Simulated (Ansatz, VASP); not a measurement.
# One calculation of Sc, two programs

```
CELL_PARAMETERS angstrom
3.30900 0.00000 0.00000
-1.65450 2.86568 0.00000
0.00000 0.00000 5.27330
ATOMIC_POSITIONS crystal
Sc 0.66667 0.33333 0.75000
Sc 0.33333 0.66667 0.25000
```

Alike in both runs: task relaxation of cell and atoms; functional PBE; k mesh 9 × 9 × 5; occupations fermi-dirac, width 0.05 eV; no spin polarisation.

```csv
,VASP,Ansatz
version,VASP 6.6.1,Ansatz 0.2.0
potentials or method,"VASP PAW PBE potentials, release 64 (Sc_sv)",Ansatz PAW
plane-wave cutoff (eV),600,420
valence electrons in the cell,22,22
```

```tsv
	VASP	Ansatz	Ansatz less VASP
gap on the k mesh at the Fermi level, each at its own relaxed structure (eV)	none	none	-
relaxed volume (Å³/atom)	24.71	24.68	-0.033
relaxed cell length with the largest relative difference (Å)	5.178	5.173	-0.0056
energy change over the relaxation (meV/atom)	-2	-2	-0.2
```

A gap of «none» marks a metal or a gap that the smearing closes.

Caveats: the plane-wave basis is chosen anew once the cell has moved, so the energies of steps on either side of that aren't comparable (Ansatz).
